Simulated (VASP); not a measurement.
# Si (P6/mmm) in VASP: further runs

The runs below take Si through single point, with r2SCAN.

All numbers are computed with VASP 6.6.1; they aren't measurements. Logs are shortened: lines on timing, memory, paths and dates and some standing lists are left out, and cuts for length are marked.

### Step 1. The structure

The structure is hexagonal, space group P6/mmm (No. 191). Conventional cell: a = 2.937 Å, b = 2.937 Å, c = 2.744 Å, α = 90.00°, β = 90.00°, γ = 120.00°. Around Si (site symmetry 6/mmm) lie 8 Si at 2.74 to 2.94 Å.

The cell was built by a generator and needn't be a form met in nature.

### Step 2. Single point, r2SCAN

File POSCAR:

```
Si
1.0
    2.9367410356      0.0000000000      0.0000000000
   -1.4683705178      2.5432923412      0.0000000000
    0.0000000000      0.0000000000      2.7440174052
Si
1
Direct
    0.0000000000      0.0000000000      0.0000000000
```

File INCAR.step1:

```
SYSTEM = Si
PREC     = Accurate       ! precision mode
ENCUT    = 520            ! plane-wave cutoff, eV
ISMEAR   = 0              ! smearing method
SIGMA    = 0.1            ! smearing width, eV
LREAL    = .FALSE.        ! projectors in reciprocal space
LASPH    = .TRUE.         ! aspherical terms in the spheres
NELM     = 100            ! most SCF steps
NBANDS   = 8              ! bands
GGA      = PE             ! functional
ALGO     = Normal         ! electronic algorithm
EDIFF    = 1E-4           ! SCF threshold, eV
LWAVE    = .TRUE.         ! write WAVECAR
LCHARG   = .FALSE.        ! write CHGCAR
```

File INCAR.step2:

```
SYSTEM = Si
PREC     = Accurate       ! precision mode
ENCUT    = 520            ! plane-wave cutoff, eV
EDIFF    = 1E-6           ! SCF threshold, eV
ISMEAR   = 0              ! smearing method
SIGMA    = 0.1            ! smearing width, eV
LREAL    = .FALSE.        ! projectors in reciprocal space
LASPH    = .TRUE.         ! aspherical terms in the spheres
NELM     = 100            ! most SCF steps
ALGO     = Normal         ! electronic algorithm
ISIF     = 2              ! what is computed and relaxed
LWAVE    = .FALSE.        ! write WAVECAR
LCHARG   = .FALSE.        ! write CHGCAR
METAGGA  = R2SCAN         ! meta-GGA
LMIXTAU  = .TRUE.       
NBANDS   = 8              ! bands
ISTART   = 1
```

File KPOINTS:

```
Automatic mesh
0
G
  9 9 6
  0 0 0
```

Potentials or basis: VASP PAW PBE potentials, release 64 (Si).

Started as:

```sh
cat potpaw_PBE.64/Si/POTCAR > POTCAR
cp INCAR.step1 INCAR
mpirun -np 1 vasp_std > vasp.out
cp INCAR.step2 INCAR
mpirun -np 1 vasp_std > vasp.out
```

OUTCAR:

```text
SYSTEM = Si
   PREC = Accurate
   ENCUT = 520
   EDIFF = 1E-6
   ISMEAR = 0
   LREAL = .FALSE.
   LASPH = .TRUE.
   NELM = 100
   ISIF = 2
   METAGGA = R2SCAN
   ISTART = 1

 ion  position               nearest neighbor table
   1  0.000  0.000  0.000-

  LATTYP: Found a hexagonal cell.
 ALAT       =     2.9367410356
 C/A-ratio  =     0.9343750000

  Lattice vectors:

 A1 = (   2.9367410356,   0.0000000000,   0.0000000000)
 A2 = (  -1.4683705178,   2.5432923412,   0.0000000000)
 A3 = (   0.0000000000,   0.0000000000,   2.7440174052)

Analysis of symmetry for initial positions (statically):
=====================================================================
 Subroutine PRICEL returns:
 Original cell was already a primitive cell.

 Routine SETGRP: Setting up the symmetry group for a
 hexagonal supercell.

 Subroutine GETGRP returns: Found 24 space group operations
 (whereof 24 operations were pure point group operations)
 out of a pool of 24 trial point group operations.

The static configuration has the point symmetry D_6h.

Analysis of symmetry for dynamics (positions and initial velocities):
=====================================================================
 Subroutine PRICEL returns:
 Original cell was already a primitive cell.

 Routine SETGRP: Setting up the symmetry group for a
 hexagonal supercell.

 Subroutine GETGRP returns: Found 24 space group operations
 (whereof 24 operations were pure point group operations)
 out of a pool of 24 trial point group operations.

The dynamic configuration has the point symmetry D_6h.

 Subroutine INISYM returns: Found 24 space group operations
 (whereof 24 operations are pure point group operations),
 and found     1 'primitive' translations

----------------------------------------------------------------------------------------

                                     Primitive cell

  volume of cell :      20.4950

  direct lattice vectors                    reciprocal lattice vectors
     2.936741036  0.000000000  0.000000000     0.340513511  0.196595567  0.000000000
    -1.468370518  2.543292341  0.000000000     0.000000000  0.393191134  0.000000000
     0.000000000  0.000000000  2.744017405     0.000000000  0.000000000  0.364429175

  length of vectors
     2.936741036  2.936741036  2.744017405     0.393191134  0.393191134  0.364429175

  position of ions in fractional coordinates (direct lattice)
     0.000000000  0.000000000  0.000000000

  ion indices of the primitive-cell ions
   primitive index   ion index
                 1           1

----------------------------------------------------------------------------------------

 KPOINTS: Automatic mesh

Automatic generation of k-mesh.
 Grid dimensions read from file:
 generate k-points for:    9    9    6

 Generating k-lattice:

  Cartesian coordinates                     Fractional coordinates (reciprocal lattice)
     0.037834835  0.021843952  0.000000000     0.111111111  0.000000000  0.000000000
     0.000000000  0.043687904  0.000000000     0.000000000  0.111111111  0.000000000
     0.000000000  0.000000000  0.060738196     0.000000000  0.000000000  0.166666667

  Length of vectors
     0.043687904  0.043687904  0.060738196

  Shift w.r.t. Gamma in fractional coordinates (k-lattice)
     0.000000000  0.000000000  0.000000000

 Subroutine IBZKPT returns following result:
 ===========================================

 Found     48 irreducible k-points:

 Following reciprocal coordinates:
            Coordinates               Weight
  0.000000  0.000000  0.000000      1.000000
  0.111111  0.000000  0.000000      6.000000
  0.222222  0.000000  0.000000      6.000000
  0.333333  0.000000  0.000000      6.000000
  0.444444  0.000000  0.000000      6.000000
  0.111111  0.111111  0.000000      6.000000
[... 16 lines left out ...]
  0.333333  0.222222  0.166667     24.000000
  0.333333  0.333333  0.166667      4.000000
 [... further k-points ...]
   k-points           NKPTS =     48   k-points in BZ     NKDIM =     48   number of bands    NBANDS=      8
   number of dos      NEDOS =    301   number of ions     NIONS =      1
   total plane-waves  NPLWV =  11520
   dimension x,y,z NGX =    24 NGY =   24 NGZ =   20
   dimension x,y,z NGXF=    48 NGYF=   48 NGZF=   40
   ions per type =               1
   NGX,Y,Z   is equivalent  to a cutoff of  13.59, 13.59, 12.12 a.u.
   NGXF,Y,Z  is equivalent  to a cutoff of  27.17, 27.17, 24.23 a.u.
 SYSTEM =  Si
   PREC   = accura    normal or accurate (medium, high low for compatibility)
   ISTART =      1    job   : 0-new  1-cont  2-samecut
   ICHARG =      0    charge: 1-file 2-atom 10-const
   ISPIN  =      1    spin polarized calculation?
   LNONCOLLINEAR =      F non collinear calculations
   LSORBIT =      F    spin-orbit coupling
   LASPH  =      T    aspherical Exc in radial PAW
   ENCUT  =  520.0 eV  38.22 Ry    6.18 a.u.   5.46  5.46  5.10*2*pi/ulx,y,z
   NELM   =    100;   NELMIN=  2; NELMDL=  0     # of ELM steps
   EDIFF  = 0.1E-05   stopping-criterion for ELM
   LREAL  =      F    real-space projection
   EDIFFG = 0.1E-04   stopping-criterion for IOM
   NSW    =      0    number of steps for IOM
   IBRION =     -1    ionic relax: 0-MD 1-quasi-New 2-CG
   NFREE  =      0    steps in history (QN), initial steepest desc. (CG)
   ISIF   =      2    stress and relaxation
   ISYM   =      2    0-nonsym 1-usesym 2-fastsym
   POTIM  = 0.5000    time-step for ionic-motion
   TEBEG  =    0.0;   TEEND  =   0.0 temperature during run
   PSTRESS=    0.0 pullay stress
   NELECT =       4.0000    total number of electrons
   NUPDOWN=      -1.0000    fix difference up-down
   EMIN   =  10.00;   EMAX   =-10.00  energy-range for DOS
   EFERMI =   0.00;   METHOD = LEGACY
   ISMEAR =     0;   SIGMA  =   0.10  broadening in eV -4-tet -1-fermi 0-gaus
   EFERMI_NEDOS =   21; number of points for ismear=-14 and -15
   IALGO  =     38    algorithm
   IMIX   =      4    mixing-type and parameters
     AMIX     =   0.40;   BMIX     =  1.00
     AMIX_MAG =   1.60;   BMIX_MAG =  1.00
  volume/ion in A,a.u.               =      20.50       138.31
  Fermi-wavevector in a.u.,A,eV,Ry     =   0.949610  1.794502 12.269175  0.901759
  Thomas-Fermi vector in A             =   2.077909
   LORBIT       =      0    0 simple, 1 ext, 2 COOP (PROOUT), +10 PAW based schemes
   METAGGA = R2SCAN    functional components
   LHFCALC =     F    Hartree Fock is set to
   AEXX    =    0.0000 exact exchange contribution
   IVDW    =     0    specifies the selected vdW correction
   LEPSILON=     F    determine dielectric tensor
   LRPA    =     F    only Hartree local field effects (RPA)
 non-spin polarized calculation
 Gauss-broadening in eV      SIGMA  =   0.10
  energy-cutoff  :      520.00
  volume of cell :       20.50
 maximum number of plane-waves:       574
 NGX is ok and might be reduce to    24
   NGX = 11   NGY = 11   NGZ = 11

 number of electron       4.0000000 magnetization

 Free energy of the ion-electron system (eV)
  ---------------------------------------------------
  ext. energy  EPLUGINS =         0.00000000
  ---------------------------------------------------
  free energy    TOTEN  =        -7.96995225 eV

  energy without entropy =       -7.96918407  energy(sigma->0) =       -7.96956816

 E-fermi :   6.0449     XC(G=0): -10.2633

 val. band max:        5.8888548717   @ k =   0.2222   0.2222   0.0000
 cond. band min:       6.1554917169   @ k =   0.3333   0.1111   0.5000
 fundamental gap:      0.2666368452
 Fermi energy:         6.0449407743

 k-point     1 :       0.0000    0.0000    0.0000
  band No.  band energies     occupation
      1      -6.2691      2.00000
      2      12.3290      0.00000
      3      13.5143      0.00000
      4      13.5143      0.00000
      5      13.5492      0.00000
      6      17.5708      0.00000
      7      17.5708      0.00000
      8      21.6852      0.00000

 k-point     2 :       0.1111    0.0000    0.0000
  band No.  band energies     occupation
      1      -5.9828      2.00000
      2      10.8828      0.00000
      3      12.5638      0.00000
      4      12.6548      0.00000
      5      14.4578      0.00000
      6      16.9619      0.00000
      7      18.9473      0.00000
      8      22.6528      0.00000

 k-point     3 :       0.2222    0.0000    0.0000
  band No.  band energies     occupation
      1      -5.1302      2.00000
      2       7.4465      0.00000
      3      11.3649      0.00000
      4      13.2506      0.00000
      5      13.8692      0.00000
      6      17.2501      0.00000
      7      21.7665      0.00000
      8      24.6463      0.00000

 k-point     4 :       0.3333    0.0000    0.0000
  band No.  band energies     occupation
      1      -3.7404      2.00000
      2       4.1127      2.00000
      3      10.4041      0.00000
      4      13.0194      0.00000
      5      14.3056      0.00000
      6      18.4747      0.00000
      7      22.3712      0.00000
      8      25.2354      0.00000

 k-point     5 :       0.4444    0.0000    0.0000
  band No.  band energies     occupation
      1      -1.9822      2.00000
      2       1.3419      2.00000
      3       9.9086      0.00000
      4      12.5355      0.00000
      5      15.3812      0.00000
      6      19.9594      0.00000
      7      20.4537      0.00000
      8      23.8463      0.00000
[... 177 lines left out ...]
 k-point    22 :       0.2222    0.2222    0.1667
  band No.  band energies     occupation
      1      -2.3902      2.00000
      2       4.7180      2.00000
      3       6.3571      0.00001
      4      10.8899      0.00000
      5      18.0819      0.00000
      6      19.6971      0.00000
      7      20.6643      0.00000
      8      20.9574      0.00000

 k-point    23 :       0.3333    0.2222    0.1667
  band No.  band energies     occupation
      1      -0.6947      2.00000
      2       2.5863      2.00000
      3       5.2616      2.00000
      4      12.0182      0.00000
      5      16.7186      0.00000
      6      19.4375      0.00000
      7      19.8928      0.00000
      8      23.4265      0.00000

 k-point    24 :       0.3333    0.3333    0.1667
  band No.  band energies     occupation
      1       0.2613      2.00000
      2       3.0600      2.00000
      3       3.0600      2.00000
      4      12.5169      0.00000
      5      17.4799      0.00000
      6      17.4799      0.00000
      7      23.3887      0.00000
      8      23.3887      0.00000

 [... further k-points ...]

------------------------ aborting loop because EDIFF is reached ----------------------------------------

  FORCE on cell =-STRESS in cart. coord.  units (eV):
  Direction    XX          YY          ZZ          XY          YZ          ZX
  --------------------------------------------------------------------------------------
  -------------------------------------------------------------------------------------
  Total       -2.0175905     -2.0175905     -2.5958870      0.0000000      0.0000000      0.0000000
  in kB     -157.7229211   -157.7229211   -202.9306104      0.0000000      0.0000000      0.0000000
  external PRESSURE =    -172.7921509 kB  Pullay stress =       0.0000000 kB

 VOLUME and BASIS-vectors are now :
 -----------------------------------------------------------------------------
  energy-cutoff  :      520.00
  volume of cell :       20.50
      direct lattice vectors                 reciprocal lattice vectors
     2.936741036  0.000000000  0.000000000     0.340513511  0.196595567  0.000000000
    -1.468370518  2.543292341  0.000000000     0.000000000  0.393191134  0.000000000
     0.000000000  0.000000000  2.744017405     0.000000000  0.000000000  0.364429175

 POSITION                                       TOTAL-FORCE (eV/Angst)
 -----------------------------------------------------------------------------------
      0.00000      0.00000      0.00000         0.000000      0.000000      0.000000
 -----------------------------------------------------------------------------------
    total drift:                               -0.000000     -0.000000      0.000000

  FREE ENERGIE OF THE ION-ELECTRON SYSTEM (eV)
  ---------------------------------------------------
  free  energy   TOTEN  =        -7.9699522507 eV

  energy  without entropy=       -7.9691840724  energy(sigma->0) =       -7.96956816
```

Run time: 12 s. Hardware: 1 thread of Intel Xeon Platinum 8488C (Sapphire Rapids), shared host; peak memory 0.13 GiB.

Results:

* Free energy: -7.9700 eV
* Pressure: -17.3 GPa
* Band gap on the k mesh: none (metal or under the smearing width)

Levels at points of the mesh, in eV from the Fermi level:
```
           k point  band 1  band 2  band 3  band 4  band 5  band 6  band 7
(0.00, 0.00, 0.00)  -12.31    6.28    7.47    7.47    7.50   11.53   11.53
(0.00, 0.00, 0.50)   -8.64   -5.60    9.95    9.95   13.76   13.76   14.81
```

Caveat: the k mesh is coarse (spacing up to 0.38 Å⁻¹), so the values aren't converged; so large a pressure means that the cell lies far from this level's equilibrium, or that cutoff or potentials fall short; the potentials were made for another functional, which shifts forces and pressure.

### Step 3. Single point, r2SCAN

This run uses another cell than the first one, of 14.94 Å³/atom, 0.729 times its volume.

File POSCAR:

```
Si
1.0
    2.6380569362      0.0000000000      0.0000000000
   -1.3190284681      2.2846243233      0.0000000000
    0.0000000000      0.0000000000      2.4788215996
Si
1
Direct
    0.0000000000      0.0000000000      0.0000000000
```

File INCAR.step1:

```
SYSTEM = Si
  ALGO = Normal
  EDIFF = 1E-4
  ENCUT = 520
  GGA = PE
  ISMEAR = 0
  LASPH = .True.
  LCHARG = .False.
  LREAL = .False.
  LWAVE = .True.
  NBANDS = 8
  NELM = 100
  PREC = Accurate
  SIGMA = 0.1
```

File INCAR.step2:

```
SYSTEM = Si
  ALGO = Normal
  EDIFF = 1E-6
  ENCUT = 520
  ISIF = 2
  ISMEAR = 0
  ISTART = 1
  LASPH = .True.
  LCHARG = .True.
  LELF = .True.
  LMIXTAU = .True.
  LREAL = .False.
  LVHAR = .True.
  LWAVE = .False.
  METAGGA = R2SCAN
  NBANDS = 8
  NELM = 100
  PREC = Accurate
  SIGMA = 0.1
```

File KPOINTS:

```
k-points
0
Gamma
  24 24 22
  0 0 0
```

Potentials or basis: VASP PAW PBE potentials, release 64 (Si).

Started as:

```sh
cat potpaw_PBE.64/Si/POTCAR > POTCAR
cp INCAR.step1 INCAR
mpirun -np 1 vasp_std > vasp.out
cp INCAR.step2 INCAR
mpirun -np 1 vasp_std > vasp.out
```

It took 2.1 min on 1 thread of Intel Xeon Platinum 8488C (Sapphire Rapids), shared host; peak memory 0.18 GiB.

Results (log left out):

```
Free energy            : -8.3278 eV
Pressure               : -0.1 GPa
Band gap on the k mesh : none (metal or under the smearing width)
```

Stress tensor (GPa, compression positive):
```
-0.05  0.00  0.00
 0.00 -0.05  0.00
 0.00  0.00 -0.17
```

Levels at points of the mesh, in eV from the Fermi level:
```csv
k point,band 1,band 2,band 3,band 4,band 5,band 6,band 7
"(0.00, 0.00, 0.00)",-14.79,7.84,8.31,10.79,10.79,12.89,12.89
"(0.50, 0.00, 0.00)",-8.00,-7.14,5.35,6.80,13.46,15.86,18.03
"(0.00, 0.00, 0.50)",-9.71,-7.49,14.69,14.69,15.74,15.74,17.20
"(0.50, 0.00, 0.50)",-3.20,-2.32,-1.95,1.79,9.23,12.99,13.03
```

Caveat: the PAW data sets were made with another functional, which shifts forces and pressure a little.

(Continued in part 2 of 2.)
